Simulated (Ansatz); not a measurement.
KF, DFT, PBE, all-electron LAPW, scalar-relativistic (Ansatz 0.2.0), run on 1 thread of Arm Neoverse V1 on a shared host.

The structure comes from a relaxation in the same program, started in the rocksalt type. Whether it is a known phase or the ground state wasn't checked. The listed cell was then made from it by scaling, straining or moving an atom.

Command: `ansatz run input.yaml --threads 1 --pin off --max-ram 2048MiB --backend cpu --events-out ev --progress --plain --runs-dir out`

```yaml
crystal:
  lattice:
    - [-0.0812966289, 2.6692393144, 2.6692393144]
    - [2.6692393144, -0.0812966289, 2.6692393144]
    - [2.6692393144, 2.6692393144, -0.0812966289]
  atoms:
    - { symbol: K, position: [0.0, 0.0, 0.0] }
    - { symbol: F, position: [0.5, 0.5, 0.5] }
kpoints:
  mp_grid: { grid: [16, 16, 16] }
scf:
  occupations: { method: fermi_dirac, width: 0.08 }
hamiltonian:
  xc: pbe
  pseudopotentials: { kind: all_electron, lapw: { basis_error: 0.001 } }
output:
  forces: true
  stress: true
  eigenvalues: true
```

How large is the problem that the program sets up?

417 irreducible k-points, 259 plane waves at Γ, 16 bands.

Estimate the wall time.

52 s of wall time for 8 SCF iterations. Times on shared machines scatter by tens of per cent.

And the same cell and mesh by PAW with the default files, asked for forces, stress, eigenvalues, efg, on the same hardware?

11 s.

And the same cell and mesh by all-electron PAW (datasets made for this crystal), asked for forces, stress, eigenvalues, efg, on the same hardware?

38 s.
